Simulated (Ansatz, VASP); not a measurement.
TiO2: VASP beside Ansatz

Contents of POSCAR:

```
TiO2
1.0
    2.6805548658     -2.7284128728     -0.0617389515
    2.6752617647      2.7231209861     -0.0543959535
   -2.7090875630      0.0090815493      4.8052823094
Ti O
2 4
Direct
    0.1219484995      0.8575515384      0.2362471605
    0.8755807488      0.1482181876      0.7558577591
    0.3540058329      0.0989456189      0.6738295210
    0.6731971283      0.9418963086      0.3216654504
    0.9681807552      0.6826863602      0.8467382601
    0.0640405078      0.3491038293      0.1745947979
```

INCAR.step1

```
PREC = Accurate
ENCUT = 520
ISMEAR = 0
SIGMA = 0.02
LREAL = F
LASPH = T
NELM = 80
NBANDS = 33
GGA = PE
ALGO = Normal
EDIFF = 1E-4
LWAVE = T
LCHARG = F
```

Contents of INCAR.step2:

```
PREC = Accurate
ENCUT = 520
EDIFF = 1E-7
ISMEAR = 0
SIGMA = 0.02
LREAL = F
LASPH = T
NELM = 80
ALGO = Normal
ISIF = 2
LWAVE = F
LCHARG = F
METAGGA = R2SCAN
LMIXTAU = T
NBANDS = 33
ISTART = 1
```

The input KPOINTS:

```
regular mesh
0
Gamma
  4 4 2
```

Input for Ansatz:

```yaml
crystal:
  lattice:
    - [2.6805548658, -2.7284128728, -0.0617389515]
    - [2.6752617647, 2.7231209861, -0.0543959535]
    - [-2.709087563, 0.0090815493, 4.8052823094]
  atoms:
    - { symbol: Ti, position: [0.1219484995, 0.8575515384, 0.2362471605] }
    - { symbol: Ti, position: [0.8755807488, 0.1482181876, 0.7558577591] }
    - { symbol: O, position: [0.3540058329, 0.0989456189, 0.673829521] }
    - { symbol: O, position: [0.6731971283, 0.9418963086, 0.3216654504] }
    - { symbol: O, position: [0.9681807552, 0.6826863602, 0.8467382601] }
    - { symbol: O, position: [0.0640405078, 0.3491038293, 0.1745947979] }
basis:
  ecutwfc: 500
kpoints:
  mp_grid: { grid: [4, 4, 2] }
hamiltonian:
  xc: r2scan
scf:
  occupations: { method: gaussian, width: 0.02 }
output:
  forces: true
  stress: true
  eigenvalues: true
```

Change from the starting cell: kmesh displaced: [4, 4, 2] Gamma-centred.

Alike in both runs: task single point; functional r2SCAN; k mesh 4 × 4 × 2; occupations gaussian, width 0.02 eV; no spin polarisation.

|  | VASP | Ansatz |
| --- | --- | --- |
| version | VASP 6.6.1 | Ansatz 0.2.0 |
| potentials or method | VASP PAW PBE potentials, release 64 (Ti_sv, O) | scalar-relativistic, plane waves, PAW |
| plane-wave cutoff (eV) | 520 | 500 |
| valence electrons in the cell | 48 | 48 |

```tsv
	VASP	Ansatz	Ansatz less VASP
gap on the k mesh at the Fermi level (eV)	2.58	2.56	-0.019
least direct gap on the mesh (eV)	3.01	2.99	-0.023
pressure (GPa)	-1.4	-2.6	-1.19
largest component of the traceless stress (GPa)	5.58	5.57	-0.012
rms of the force components (eV/Å)	0.673	0.641	-0.0322
```

Atom by atom the forces differ by 0.064 eV/Å (rms over components).

Caveats: the k mesh is coarse (spacing up to 0.66 Å⁻¹), so the values aren't converged; the PAW data sets were made with another functional, which shifts forces and pressure a little (VASP). A k mesh can miss the band edges.
